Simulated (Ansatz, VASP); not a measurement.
## One calculation of Sc, two programs

```
Sc
1.0
     3.12517    0.00000    0.00000
    -1.56259    2.70648    0.00000
     0.00000    0.00000   27.61402
Sc
4
Cartesian
  1.5626 0.9022 7.0000
  0.0000 1.8043 9.5627
  1.5626 0.9022 12.1578
  0.0000 1.8043 14.8162
```

Alike in both runs: task single point; functional PBEsol; dispersion D4; k mesh 12 × 12 × 1; occupations methfessel-paxton of order 1, width 0.1 eV; no spin polarisation.

|  | VASP | Ansatz |
| --- | --- | --- |
| version | VASP 6.6.1 | Ansatz 0.2.0 |
| potentials or method | VASP PAW PBE potentials, release 64 (Sc_sv) | scalar-relativistic, plane waves, PAW |
| plane-wave cutoff (eV) | 520 | 420 |
| valence electrons in the cell | 44 | 44 |

|  | VASP | Ansatz | Ansatz less VASP |
| --- | --- | --- | --- |
| gap on the k mesh at the Fermi level (eV) | none | none | - |
| rms of the force components (eV/Å) | 0.076 | 0.077 | +0.0004 |

Atom by atom the forces differ by 0.002 eV/Å (rms over components). A gap of «none» marks a metal or a gap that the smearing closes. The functional is the same, so the differences come from potentials, cutoffs and numerics. Ansatz warned: «pseudo_functional_mismatch».

Caveats: the PAW data sets were made with another functional, which shifts forces and pressure a little (VASP).
